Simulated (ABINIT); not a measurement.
# WC in ABINIT: the effect of functional

The system is WC.

```xyz
2
Lattice="0.0000 2.1927 2.1927 2.1927 0.0000 2.1927 2.1927 2.1927 0.0000" Properties=species:S:1:pos:R:3 pbc="T T T"
W     0.0000    0.0000    0.0000
C     2.1927    2.1927    2.1927
```

Measurements of this composition are mostly on another form, of space group No. 187.

Alike in all runs:

| Property | Result |
| --- | --- |
| Program | ABINIT 10.8.3 (patched build) |
| Task | single point |
| Potentials or basis | JTH PAW PBE v2.0 |
| Cutoff | 626 eV |
| k mesh | 10 × 10 × 10 |
| Occupations | fermi-dirac, width 0.05 eV |
| Spin | no spin polarisation |

```tsv
functional	pressure (GPa)
LDA	-15.2
PBEsol	-9.5
RPBE	3.1
BLYP	11.8
AM05	-11.8
r2SCAN	-3.1
SCAN	-8.1
revPBE	1.9
PW91	?
WC	-7.7
```

Question: What does the run with functional PW91 give?

Answer: Pressure -0.6 GPa.

Caveats: the highest band is partly filled, so the run has too few bands; the PAW data sets were made with another functional, which shifts forces and pressure a little.

Runs at the PBE level aren't shown here.
